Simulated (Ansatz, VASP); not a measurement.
# Pd: VASP beside Ansatz

```
Pd
1.0
     2.78619    0.00000    0.00000
    -1.39309    2.41291    0.00000
     0.00000    0.00000    4.67897
Pd
2
Cartesian
  0.0000 1.6086 1.1697
  1.3931 0.8043 3.5092
```

Alike in both runs: task single point; functional revPBE; k mesh 15 × 15 × 8; occupations fermi-dirac, width 0.05 eV; collinear spin.

|  | VASP | Ansatz |
| --- | --- | --- |
| version | VASP 6.6.1 | Ansatz 0.2.0 |
| potentials or method | VASP PAW PBE potentials, release 64 (Pd) | plane waves (420 eV) with PAW, scalar-relativistic |
| plane-wave cutoff (eV) | 520 | 420 |
| valence electrons in the cell | 20 | 36 |

VASP gave:

* pressure (GPa): -0.1
* largest component of the traceless stress (GPa): 0.93
* net moment per atom (μB): 0.35
* size of the moment on the site where the two differ most (μB): 0.35

**Question.** Estimate Ansatz's values.

**Answer.** Pressure (GPa): 0.2; largest component of the traceless stress (GPa): 0.88; net moment per atom (μB): 0.35; size of the moment on the site where the two differ most (μB): 0.36.

Site moments also hang on the region over which each program counts them. With one functional, cell and mesh, what is left measures potentials, basis and numerics. The two sets of potentials don't hold the same shells in valence.

Caveats: the PAW data sets were made with another functional, which shifts forces and pressure a little (VASP).
